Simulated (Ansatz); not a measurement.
Level of theory: DFT PBE, scalar-relativistic, plane waves, PAW in Ansatz. Settings: cutoff 420 eV, Γ-centred meshes spaced at most about 0.3 Å⁻¹ (2π included), Gaussian smearing. No spin polarisation in the final relaxations.

These are static total energies at zero pressure.

Two relaxed structures of LiF:

1.

```
Li F
1.0
     0.00000    2.03439    2.03439
     2.03439    0.00000    2.03439
     2.03439    2.03439    0.00000
Li F
1 1
Direct
  0.50000 0.50000 0.50000
  0.00000 0.00000 0.00000
```

2.

```
Li F
1.0
     2.96564    0.00000    0.00000
    -1.48282    2.56832    0.00000
     0.00000    0.00000    7.35267
Li F
3 3
Direct
  0.00000 0.50000 0.33333
  0.50000 0.00000 0.00000
  0.50000 0.50000 0.66667
  0.50000 0.50000 0.16667
  0.00000 0.50000 0.83333
  0.50000 0.00000 0.50000
```

Question: Which is lower in energy, and by how much?

Answer: Cell 1 is lower, by 57 meV/atom. Cell 1 has the rock salt type, space group Fm-3m (No. 225), 8.4 Å³/atom and a gap of 8.83 eV on its mesh; cell 2 has space group P6_422 (No. 181), 9.3 Å³/atom and a gap of 7.81 eV. Counting F atoms around Li (those within 1.25 times the shortest such distance or 1.15 times the sum of covalent radii), cell 1 has Li 6 and cell 2 has Li 4. The denser one is the lower, and pressure would at first widen the difference. Both come from invented guesses. The part of the Crystallography Open Database at hand lists LiF in space group No. 225; sharing a group (Fm-3m) doesn't make a cell the listed structure.

Kohn–Sham gaps at this level usually fall short of measured ones. Cells relaxed within their symmetry can be saddle points. The Fm-3m cell of LiF came from shaking the P6_422 one.
